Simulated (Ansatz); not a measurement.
Ba under strain

Computed with DFT PBE, scalar-relativistic, plane waves, PAW in Ansatz. Settings: 420 eV cutoff, 6×8×6 k-mesh, Gaussian smearing of 0.10 eV, no spin polarisation.

Starting point, cell and atoms relaxed:

```
Ba
1.0
     7.10657    0.00000    0.00000
     0.00000    5.00096    0.00000
     0.00000    0.00000    7.11354
Ba
4
Cartesian
  3.5533 3.7516 1.7784
  3.5533 1.2494 5.3352
  0.0000 1.2511 1.7784
  0.0000 3.7498 5.3352
```

Deformation: all cell vectors scaled alike, the atoms relaxed, all within the symmetry that the strain leaves. Energies are extrapolated to zero smearing.

```
strain (%)  ΔE (meV/atom) a (Å) b (Å) c (Å)
      -3.0           14.8  6.893  4.851  6.900
      -2.0            6.4  6.964  4.901  6.971
      -1.0            1.5  7.035  4.951  7.042
      +0.0            0.0  7.107  5.001  7.114
      +1.0            1.7  7.178  5.051  7.185
      +2.0            6.3  7.249  5.101  7.256
      +3.0           13.8  7.320  5.151  7.327
```

(1) What stiffness (1/V) d²E/dε² at zero strain does a cubic fit over all points give?

Results:

(1) A cubic fit gives (1/V) d²E/dε² = 80 GPa at zero strain (nine times the bulk modulus at fixed shape).